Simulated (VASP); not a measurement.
# Co in VASP: further runs

Aim: see how the results for Co move with the level of theory and the settings. Levels: PBE+D4, LDA, PBE, PBEsol, RPBE. Tasks: relaxation of the atoms.

All numbers are computed with VASP 6.6.1; they aren't measurements. Logs are shortened: lines on timing, memory, paths and dates and some standing lists are left out, and cuts for length are marked.

## 1. Starting point

The cell holds a sheet with vacuum, 1 atom: a = 2.347 Å, b = 2.347 Å, c = 23.800 Å, α = 90.00°, β = 90.00°, γ = 120.00°.

The cell was built by a generator and needn't be a form met in nature.

## 2. Relaxation of the atoms, PBE+D4, collinear spin, ferromagnetic start

INCAR

```
SYSTEM = Co
PREC     = Accurate       ! precision mode
ENCUT    = 520            ! plane-wave cutoff, eV
EDIFF    = 1E-7           ! SCF threshold, eV
ISMEAR   = 0              ! smearing method
SIGMA    = 0.05           ! smearing width, eV
LREAL    = .FALSE.        ! projectors in reciprocal space
LASPH    = .TRUE.         ! aspherical terms in the spheres
NELM     = 150            ! most SCF steps
ALGO     = Normal         ! electronic algorithm
ISIF     = 2              ! what is computed and relaxed
LWAVE    = .FALSE.        ! write WAVECAR
LCHARG   = .FALSE.        ! write CHGCAR
ISPIN    = 2              ! spin polarisation
MAGMOM   = 2              ! initial moments
LORBIT   = 11             ! projections on sites
LMAXMIX  = 4              ! l up to which the mixer works
LDIPOL   = .TRUE.       
IDIPOL   = 3            
DIPOL    = 0.5 0.5 0.294
GGA      = PE             ! functional
IVDW     = 13             ! dispersion correction
IBRION   = 2              ! ionic algorithm
NSW      = 60             ! ionic steps
EDIFFG   = -0.02          ! ionic threshold
```

KPOINTS

```
regular mesh
0
G
  13 13 1
  0 0 0
```

POSCAR

```
Co
1.0
    2.3471500000      0.0000000000      0.0000000000
   -1.1735800000      2.0326900000      0.0000000000
    0.0000000000      0.0000000000     23.8000000000
Co
1
Selective dynamics
Direct
    0.0000000000      0.0000000000      0.2941200000  F F F
```

Potentials or basis: VASP PAW PBE potentials, release 64 (Co).

Started as:

```bash
cat potpaw_PBE.64/Co/POTCAR > POTCAR
mpirun -np 1 vasp_std > vasp.out
```

OUTCAR:

```text
SYSTEM = Co
   PREC = Accurate
   ENCUT = 520
   EDIFF = 1E-7
   ISMEAR = 0
   LREAL = .FALSE.
   LASPH = .TRUE.
   NELM = 150
   ISIF = 2
   ISPIN = 2
   LORBIT = 11
   GGA = PE
   IVDW = 13
   IBRION = 2
   NSW = 60
   EDIFFG = -0.02

 ion  position               nearest neighbor table
   1  0.000  0.000  0.294-

  LATTYP: Found a hexagonal cell.
 ALAT       =     2.3471500000
 C/A-ratio  =    10.1399569691

  Lattice vectors:

 A1 = (   2.3471500000,   0.0000000000,   0.0000000000)
 A2 = (  -1.1735800000,   2.0326900000,   0.0000000000)
 A3 = (   0.0000000000,   0.0000000000,  23.8000000000)

Analysis of symmetry for initial positions (statically):
=====================================================================
 Subroutine PRICEL returns:
 Original cell was already a primitive cell.

 Routine SETGRP: Setting up the symmetry group for a
 hexagonal supercell.

 Subroutine GETGRP returns: Found 24 space group operations
 (whereof 12 operations were pure point group operations)
 out of a pool of 24 trial point group operations.

The static configuration has the point symmetry C_6v.
 The point group associated with its full space group is D_6h.

Analysis of symmetry for dynamics (positions and initial velocities):
=====================================================================
 Subroutine PRICEL returns:
 Original cell was already a primitive cell.

 Routine SETGRP: Setting up the symmetry group for a
 hexagonal supercell.

 Subroutine GETGRP returns: Found 24 space group operations
 (whereof 12 operations were pure point group operations)
 out of a pool of 24 trial point group operations.

The dynamic configuration has the point symmetry C_6v.
 The point group associated with its full space group is D_6h.

Analysis of constrained symmetry for selective dynamics:
=====================================================================
 Subroutine PRICEL returns:
 Original cell was already a primitive cell.

 Routine SETGRP: Setting up the symmetry group for a
 hexagonal supercell.

 Subroutine GETGRP returns: Found 24 space group operations
 (whereof 12 operations were pure point group operations)
 out of a pool of 24 trial point group operations.

The constrained configuration has the point symmetry C_6v.
 The point group associated with its full space group is D_6h.

Analysis of structural, dynamic, and magnetic symmetry:
=====================================================================
 Subroutine PRICEL returns:
 Original cell was already a primitive cell.

 Routine SETGRP: Setting up the symmetry group for a
[... 145 lines left out ...]
 dipolmoment           0.000000      0.000000     -0.000000 electrons x Angstroem

 Free energy of the ion-electron system (eV)
  ---------------------------------------------------
  ext. energy  EPLUGINS =         0.00000000
  ---------------------------------------------------
  free energy    TOTEN  =        -5.63318255 eV

  energy without entropy =       -5.63054738  energy(sigma->0) =       -5.63186496

 E-fermi :  -3.6515     XC(G=0):  -2.0424

 val. band max:       -3.7326929348   @ k =   0.3077   0.0769   0.0000
 cond. band min:      -3.6452016860   @ k =   0.3846   0.0000   0.0000
 fundamental gap:      0.0874912488
 Fermi energy:        -3.6514868703

 spin component 1

 k-point     1 :       0.0000    0.0000    0.0000
  band No.  band energies     occupation
      1     -10.0309      1.00000
      2      -6.5211      1.00000
      3      -6.1153      1.00000
      4      -6.1153      1.00000
      5      -4.8592      1.00000
      6      -4.8592      1.00000
      7      -3.3454      0.00000
      8       1.1503      0.00000
      9       1.6271      0.00000
[... 229 lines left out ...]
 k-point    21 :       0.3077    0.3077    0.0000
  band No.  band energies     occupation
      1      -6.7443      1.00000
      2      -6.6537      1.00000
      3      -6.2535      1.00000
      4      -6.2284      1.00000
      5      -5.3166      1.00000
      6       2.9351      0.00000
      7       5.6409      0.00000
      8       7.0317      0.00000
      9       7.7204      0.00000
 Fermi energy:        -3.6514868703

 spin component 2

 k-point     1 :       0.0000    0.0000    0.0000
  band No.  band energies     occupation
      1      -9.8045      1.00000
      2      -5.0952      1.00000
      3      -4.5159      1.00000
      4      -4.5158      1.00000
      5      -3.4198      0.00000
      6      -2.7011      0.00000
      7      -2.7011      0.00000
      8       1.0525      0.00000
      9       1.4840      0.00000
[... 229 lines left out ...]
 k-point    21 :       0.3077    0.3077    0.0000
  band No.  band energies     occupation
      1      -5.4909      1.00000
      2      -4.9954      1.00000
      3      -4.8805      1.00000
      4      -4.3882      1.00000
      5      -3.3577      0.00000
      6       3.4511      0.00000
      7       6.0629      0.00000
      8       7.5340      0.00000
      9       7.9231      0.00000

------------------------ aborting loop because EDIFF is reached ----------------------------------------

 vacuum level on the upper side and lower side of the slab       (xc-potential included)        -0.078        -0.076

  DFT-D4 for vdW energy calculation

  Edisp (eV):   -0.14356

  FORCE on cell =-STRESS in cart. coord.  units (eV):
  Direction    XX          YY          ZZ          XY          YZ          ZX
  --------------------------------------------------------------------------------------
  -------------------------------------------------------------------------------------
  Total      -0.28885    -0.28885    -0.00099     0.00000     0.00000    -0.00000
  in kB      -4.07556    -4.07556    -0.01403     0.00001     0.00000    -0.00000
  external pressure =       -2.72 kB  Pullay stress =        0.00 kB

 VOLUME and BASIS-vectors are now :
 -----------------------------------------------------------------------------
  energy-cutoff  :      520.00
  volume of cell :      113.55
      direct lattice vectors                 reciprocal lattice vectors
     2.347150000  0.000000000  0.000000000     0.426048612  0.245980514  0.000000000
    -1.173580000  2.032690000  0.000000000     0.000000000  0.491958931  0.000000000
     0.000000000  0.000000000 23.800000000     0.000000000  0.000000000  0.042016807

 POSITION                                       TOTAL-FORCE (eV/Angst)
 -----------------------------------------------------------------------------------
      0.00000      0.00000      7.00006        -0.000000     -0.000000      0.000000
 -----------------------------------------------------------------------------------
    total drift:                                0.000000      0.000000     -0.000003

  FREE ENERGIE OF THE ION-ELECTRON SYSTEM (eV)
  ---------------------------------------------------
  free  energy   TOTEN  =        -5.7767455417 eV

  energy  without entropy=       -5.7741103745  energy(sigma->0) =       -5.77542796

 reached required accuracy - stopping structural energy minimisation

 vacuum level on the upper side and lower side of the slab         1.478         1.477

 total charge

# of ion       s       p       d       tot
------------------------------------------
    1        0.532   0.379   7.225   8.135

 magnetization (x)

# of ion       s       p       d       tot
------------------------------------------
    1       -0.005  -0.049   1.828   1.773
```

OSZICAR:

```text
N       E                     dE             d eps       ncg     rms          rms(c)
DAV:   1     0.425611881401E+02    0.42561E+02   -0.32480E+03   756   0.709E+02
DAV:   2    -0.530226382152E+01   -0.47863E+02   -0.44957E+02   886   0.171E+02
[... 24 lines left out ...]
DAV:  27    -0.563317974937E+01   -0.20232E-05   -0.10053E-07   820   0.194E-03    0.334E-04
DAV:  28    -0.563318117695E+01   -0.14276E-05   -0.27113E-08   788   0.101E-03    0.317E-04
DAV:  29    -0.563318192998E+01   -0.75303E-06   -0.37335E-08   912   0.146E-03    0.111E-04
DAV:  30    -0.563318233783E+01   -0.40785E-06   -0.47515E-09   810   0.447E-04    0.551E-05
DAV:  31    -0.563318250021E+01   -0.16238E-06   -0.21482E-09   837   0.359E-04    0.170E-05
DAV:  32    -0.563318254586E+01   -0.45646E-07   -0.55156E-10   936   0.206E-04
   1 F= -.57767455E+01 E0= -.57754280E+01  d E =-.577675E+01  mag=     1.7219
```

CONTCAR:

```text
Co
   1.00000000000000
     2.3471500000000001    0.0000000000000000    0.0000000000000000
    -1.1735800000000001    2.0326900000000001    0.0000000000000000
     0.0000000000000000    0.0000000000000000   23.8000000000000007
  Co
     1
Selective dynamics
Direct
     0.0000000000000000    0.0000000000000000    0.2941199999999995   F   F   F

  0.00000000E+00  0.00000000E+00  0.00000000E+00
```

It took 42 s on 1 thread of AMD EPYC 9R45 (Zen 5), shared host; peak memory 0.24 GiB.

What came out:

```yaml
Free_energy: -5.7767 eV
Band_gap_on_the_k_mesh: none (metal or under the smearing width)
Net_moment: 1.72 μB per cell
Site_moments: Co +1.77 μB
Valence_electrons_inside_the_program's_atomic_spheres: Co 8.13
Dispersion_energy_per_atom: -0.144 eV
```

Final structure:
```
Co
1.0
     2.34715    0.00000    0.00000
    -1.17358    2.03269    0.00000
     0.00000    0.00000   23.80000
Co
1
Direct
  0.00000 0.00000 0.29412
```

Levels at points of the mesh, in eV from the Fermi level:
Spin up:
```tsv
k point	band 3	band 4	band 5	band 6	band 7	band 8
(0.00, 0.00, 0.00)	-2.46	-2.46	-1.21	-1.21	0.31	4.80
```
Spin down:
| k point | band 1 | band 2 | band 3 | band 4 | band 5 | band 6 | band 7 | band 8 | band 9 |
| --- | --- | --- | --- | --- | --- | --- | --- | --- | --- |
| (0.00, 0.00, 0.00) | -6.15 | -1.44 | -0.86 | -0.86 | 0.23 | 0.95 | 0.95 | 4.70 | 5.14 |

Caveat: the relaxation stopped at its first step, so nothing moved.

## 3. Relaxation of the atoms, LDA, collinear spin, ferromagnetic start

INCAR

```
SYSTEM = Co
  PREC = Accurate
  ENCUT = 520
  EDIFF = 1E-7
  ISMEAR = -1
  SIGMA = 0.05
  LREAL = .FALSE.
  LASPH = .TRUE.
  NELM = 100
  ALGO = Normal
  ISIF = 2
  LWAVE = .FALSE.
  LCHARG = .FALSE.
  ISPIN = 2
  MAGMOM = 2
  LORBIT = 11
  LMAXMIX = 4
  LDIPOL = .TRUE.
  IDIPOL = 3
  DIPOL = 0.5 0.5 0.294
  IBRION = 2
  NSW = 60
  EDIFFG = -0.01
```

KPOINTS

```
regular mesh
0
G
  10 10 1
  0 0 0
```

POSCAR is that of step 2.

Potentials or basis: VASP PAW LDA potentials, release 64 (Co).

Started as:

```bash
cat potpaw_LDA.64/Co/POTCAR > POTCAR
mpirun -np 1 vasp_std > vasp.out
```

OUTCAR:

```text
SYSTEM = Co
   PREC = Accurate
   ENCUT = 520
   EDIFF = 1E-7
   ISMEAR = -1
   LREAL = .FALSE.
   LASPH = .TRUE.
   NELM = 100
   ISIF = 2
   ISPIN = 2
   LORBIT = 11
   IBRION = 2
   NSW = 60
   EDIFFG = -0.01

 ion  position               nearest neighbor table
   1  0.000  0.000  0.294-

  LATTYP: Found a hexagonal cell.
 ALAT       =     2.3471500000
 C/A-ratio  =    10.1399569691

  Lattice vectors:

 A1 = (   2.3471500000,   0.0000000000,   0.0000000000)
 A2 = (  -1.1735800000,   2.0326900000,   0.0000000000)
 A3 = (   0.0000000000,   0.0000000000,  23.8000000000)

Analysis of symmetry for initial positions (statically):
=====================================================================
 Subroutine PRICEL returns:
 Original cell was already a primitive cell.

 Routine SETGRP: Setting up the symmetry group for a
 hexagonal supercell.

 Subroutine GETGRP returns: Found 24 space group operations
 (whereof 12 operations were pure point group operations)
 out of a pool of 24 trial point group operations.

The static configuration has the point symmetry C_6v.
 The point group associated with its full space group is D_6h.

Analysis of symmetry for dynamics (positions and initial velocities):
=====================================================================
 Subroutine PRICEL returns:
 Original cell was already a primitive cell.

 Routine SETGRP: Setting up the symmetry group for a
 hexagonal supercell.

 Subroutine GETGRP returns: Found 24 space group operations
 (whereof 12 operations were pure point group operations)
 out of a pool of 24 trial point group operations.

The dynamic configuration has the point symmetry C_6v.
 The point group associated with its full space group is D_6h.

Analysis of constrained symmetry for selective dynamics:
=====================================================================
 Subroutine PRICEL returns:
 Original cell was already a primitive cell.

 Routine SETGRP: Setting up the symmetry group for a
[... 173 lines left out ...]
  band No.  band energies     occupation
      1     -10.3543      1.00000
      2      -6.7152      1.00000
      3      -6.2756      1.00000
      4      -6.2756      1.00000
      5      -4.9060      1.00000
      6      -4.9060      1.00000
      7      -3.6836      0.00086
      8       1.0349      0.00000
      9       1.5732      0.00000
[... 145 lines left out ...]
 k-point    14 :       0.3000    0.3000    0.0000
  band No.  band energies     occupation
      1      -7.0067      1.00000
      2      -6.8029      1.00000
      3      -6.3802      1.00000
      4      -6.2758      1.00000
      5      -5.4412      1.00000
      6       2.1676      0.00000
      7       5.7254      0.00000
      8       6.9257      0.00000
      9       6.9832      0.00000
 Fermi energy:        -4.0364410897

 spin component 2

 k-point     1 :       0.0000    0.0000    0.0000
  band No.  band energies     occupation
      1      -9.9613      1.00000
      2      -5.4202      1.00000
      3      -4.8840      1.00000
      4      -4.8840      1.00000
      5      -3.5955      0.00015
      6      -3.1166      0.00000
      7      -3.1166      0.00000
      8       1.0707      0.00000
      9       1.5673      0.00000
[... 145 lines left out ...]
 k-point    14 :       0.3000    0.3000    0.0000
  band No.  band energies     occupation
      1      -5.8598      1.00000
      2      -5.3154      1.00000
      3      -5.2472      1.00000
      4      -4.6993      1.00000
      5      -3.7080      0.00140
      6       2.7963      0.00000
      7       6.2696      0.00000
      8       7.2162      0.00000
      9       7.3944      0.00000

------------------------ aborting loop because EDIFF is reached ----------------------------------------

 vacuum level on the upper side and lower side of the slab       (xc-potential included)        -0.137        -0.139

  FORCE on cell =-STRESS in cart. coord.  units (eV):
  Direction    XX          YY          ZZ          XY          YZ          ZX
  --------------------------------------------------------------------------------------
  -------------------------------------------------------------------------------------
  Total       -1.5681085     -1.5681061     -0.0008413      0.0000039      0.0000000     -0.0000000
  in kB      -22.1257364    -22.1257032     -0.0118708      0.0000544      0.0000000     -0.0000000
  external PRESSURE =     -14.7544368 kB  Pullay stress =       0.0000000 kB

 VOLUME and BASIS-vectors are now :
 -----------------------------------------------------------------------------
  energy-cutoff  :      520.00
  volume of cell :      113.55
      direct lattice vectors                 reciprocal lattice vectors
     2.347150000  0.000000000  0.000000000     0.426048612  0.245980514  0.000000000
    -1.173580000  2.032690000  0.000000000     0.000000000  0.491958931  0.000000000
     0.000000000  0.000000000 23.800000000     0.000000000  0.000000000  0.042016807

 POSITION                                       TOTAL-FORCE (eV/Angst)
 -----------------------------------------------------------------------------------
      0.00000      0.00000      7.00006        -0.000000      0.000000     -0.000000
 -----------------------------------------------------------------------------------
    total drift:                               -0.000000     -0.000000     -0.000019

  FREE ENERGIE OF THE ION-ELECTRON SYSTEM (eV)
  ---------------------------------------------------
  free  energy   TOTEN  =        -6.4065389961 eV

  energy  without entropy=       -6.3929617053  energy(sigma->0) =       -6.39975035

 reached required accuracy - stopping structural energy minimisation

 vacuum level on the upper side and lower side of the slab         1.439         1.438

 total charge

# of ion       s       p       d       tot
------------------------------------------
    1        0.532   0.371   7.245   8.148

 magnetization (x)

# of ion       s       p       d       tot
------------------------------------------
    1        0.003  -0.025   1.712   1.690
```

Run time: 60 s. Hardware: 1 thread of Intel Xeon Platinum 8488C (Sapphire Rapids), shared host; peak memory 0.21 GiB.

Results:

```yaml
Free_energy: -6.4065 eV
Band_gap_on_the_k_mesh: none (metal or under the smearing width)
Net_moment: 1.68 μB per cell
Site_moments: Co +1.69 μB
Valence_electrons_inside_the_program's_atomic_spheres: Co 8.15
```

Final structure:
```
CELL_PARAMETERS angstrom
2.34715 0.00000 0.00000
-1.17358 2.03269 0.00000
0.00000 0.00000 23.80000
ATOMIC_POSITIONS crystal
Co 0.00000 0.00000 0.29412
```

Caveat: the relaxation stopped at its first step, so nothing moved.

## 4. Relaxation of the atoms, PBE, collinear spin, ferromagnetic start

Changes to INCAR since step 3:

```diff
@@ -20,2 +20,3 @@
   DIPOL = 0.5 0.5 0.294
+  GGA = PE
   IBRION = 2
```

KPOINTS is that of step 3.

POSCAR is that of step 3.

Potentials or basis: VASP PAW PBE potentials, release 64 (Co).

Started as:

```bash
cat potpaw_PBE.64/Co/POTCAR > POTCAR
mpirun -np 1 vasp_std > vasp.out
```

Wall time 80 s (1 thread of Intel Xeon Platinum 8488C (Sapphire Rapids), shared host); peak memory 0.26 GiB.

Results (log left out):

- Free energy: -5.6595 eV
- Band gap on the k mesh: none (metal or under the smearing width)
- Net moment: 1.73 μB per cell
- Site moments: Co +1.77 μB
- Valence electrons inside the program's atomic spheres: Co 8.14

Final structure:
```xyz
1
Lattice="2.3472 0.0000 0.0000 -1.1736 2.0327 0.0000 0.0000 0.0000 23.8000" Properties=species:S:1:pos:R:3 pbc="T T T"
Co    0.0000    0.0000    7.0001
```

Levels at points of the mesh, in eV from the Fermi level:
Spin up:
```
           k point  band 1  band 2  band 3  band 4  band 5  band 6  band 7  band 8  band 9
(0.00, 0.00, 0.00)   -6.38   -2.91   -2.40   -2.40   -1.14   -1.14    0.25    4.73    5.21
(0.50, 0.00, 0.00)   -4.62   -3.57   -1.71   -1.55   -0.09    2.62    7.74    9.16   11.52
```
Spin down:
```csv
k point,band 1,band 2,band 3,band 4,band 5,band 6,band 7,band 8,band 9
"(0.00, 0.00, 0.00)",-6.12,-1.39,-0.82,-0.82,0.23,0.94,0.94,4.65,5.08
"(0.50, 0.00, 0.00)",-3.44,-1.99,0.30,0.47,1.73,2.59,8.47,9.34,11.56
```

Caveat: the relaxation stopped at its first step, so nothing moved.

[end of part 1 of 2]
